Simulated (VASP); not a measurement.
# KBr: restarted molecular dynamics, 2 variants

KBr, Pm-3m (no. 221), 8 atoms in the cell. PBE, molecular dynamics; PAW potentials Br, K_pv (PBE set).

| Restart from | Temperature at the end (K) | The same without a restart (K) | Potential energy at the end (eV/atom) | The same without a restart (eV/atom) | Electronic steps in the first step after the restart | Time (s) |
|---|---|---|---|---|---|---|
| CONTCAR with velocities, WAVECAR read | 469.0 | 469.0 | -2.95556 | -2.95556 | 4 | 195 |
| CONTCAR with velocities, no WAVECAR | 469.0 | 469.0 | -2.95556 | -2.95556 | 14 | 189 |

Limits: 120 fs of 8 atoms are too short for converged averages; the cell is only 4.0 Å across, so each atom moves in step with near copies of itself.

## Input of the first row

INCAR.step1:
```
  GGA = PE
  PREC = Normal
  ENCUT = 220
  EDIFF = 1E-6
  NELMIN = 4
  NELM = 60
  ALGO = Normal
  LREAL = Auto
  LASPH = T
  ISMEAR = 0
  SIGMA = 0.05
  ISYM = 0
  LWAVE = T
  LCHARG = F
  IBRION = 0
  NSW = 30
  POTIM = 2.0
  TEBEG = 600
  ISIF = 2
  RANDOM_SEED = 575740 0 0
  MDALGO = 4
  NHC_NCHAINS = 3
  NHC_PERIOD = 30
  KPAR = 2
```

INCAR.step2, as INCAR.step1 but for:
```
- LWAVE = T
+ LWAVE = F
```

KPOINTS:
```
k-points
0
Gamma
  3 3 1
```

POSCAR.step1:
```
KBr
1.0
    4.0434990000      0.0000000000      0.0000000000
    0.0000000000      4.0434990000      0.0000000000
    0.0000000000      0.0000000000     16.1739960000
Br K
4 4
Direct
    0.5000000000      0.5000000000      0.1250000000
    0.5000000000      0.5000000000      0.3750000000
    0.5000000000      0.5000000000      0.6250000000
    0.5000000000      0.5000000000      0.8750000000
    0.0000000000      0.0000000000      0.0000000000
    0.0000000000      0.0000000000      0.2500000000
    0.0000000000      0.0000000000      0.5000000000
    0.0000000000      0.0000000000      0.7500000000
```

Commands (each step's output is kept before the next begins):
```
cat potpaw_PBE.64/Br/POTCAR potpaw_PBE.64/K_pv/POTCAR > POTCAR
cp INCAR.step1 INCAR
cp POSCAR.step1 POSCAR
mpirun -np 2 vasp_std > vasp.out
cp CONTCAR POSCAR
cp INCAR.step2 INCAR
mpirun -np 2 vasp_std > vasp.out
```

Changes of the last row against the first:
```
(step 1)
- LWAVE = True
+ LWAVE = False
```

VASP 6.6.1 took 195 s on 2 cores (Intel Xeon Platinum 8375C @ 2.90GHz (Ice Lake)), a shared host.
